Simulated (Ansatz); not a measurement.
Computed with DFT PBE, scalar-relativistic, plane waves, PAW in Ansatz. All cells share a 420 eV cutoff and Γ-centred k meshes spaced at most about 0.3 Å⁻¹ (about 0.25 or finer for metals, 2π included). No spin polarisation.

All energies are static (0 K, no zero-point motion).

Question: Which of these relaxed structures of Hf3H is the lowest in energy?
1.

```
Hf H
1.0
     6.40100    0.00000    0.00000
     0.00000    9.66108    0.00000
     0.00000    0.00000    4.58284
Hf H
12 4
Direct
  0.12057 0.75000 0.25134
  0.62057 0.75000 0.24866
  0.87356 0.92311 0.74139
  0.37356 0.92311 0.75861
  0.87356 0.57689 0.74139
  0.37356 0.57689 0.75861
  0.87943 0.25000 0.74866
  0.37944 0.25000 0.75134
  0.62644 0.07689 0.24139
  0.12644 0.07689 0.25861
  0.12644 0.42311 0.25861
  0.62644 0.42311 0.24139
  0.37197 0.75000 0.51164
  0.87197 0.75000 0.98836
  0.62803 0.25000 0.48836
  0.12803 0.25000 0.01164
```

2.

```
Hf H
1.0
     5.58868    0.00000    0.00000
    -2.79434    4.83994    0.00000
     0.00000    0.00000    5.11710
Hf H
6 2
Direct
  0.00000 0.67168 0.50000
  0.67168 0.67168 0.00000
  0.67168 0.00000 0.50000
  0.32832 0.32832 0.50000
  0.00000 0.32832 0.00000
  0.32832 0.00000 0.00000
  0.66667 0.33333 0.75000
  0.33333 0.66667 0.25000
```

3.

```
Hf H
1.0
     3.17850    0.00000    0.00000
    -1.58925    2.75266    0.00000
     0.00000    0.00000    7.91263
Hf H
3 1
Direct
  0.66667 0.33333 0.50000
  0.33333 0.66667 0.18390
  0.33333 0.66667 0.81610
  0.66667 0.33333 0.00000
```

Answer: 1. The next of these, cell 2, lies 70 meV/atom higher. Forms: cell 1 Pnma; cell 2 P6_322; cell 3 P-6m2. Counting Hf atoms around H (those within 1.25 times the shortest such distance or 1.15 times the sum of covalent radii): cell 1 has H 4; cell 2 has H 6; cell 3 has H 6. All come from invented guesses. The lowest form computed isn't among them: it has space group P-3m1 (No. 164), 17.5 Å³/atom and lies 6 meV/atom below the best shown.

These runs have no spin–orbit coupling, which can matter for Hf. With hydrogen, zero-point motion can shift such differences by 10 meV/atom or more. Cells relaxed within their symmetry can be saddle points. Some types were kept out of the candidates beforehand, so the set may lack a known form.
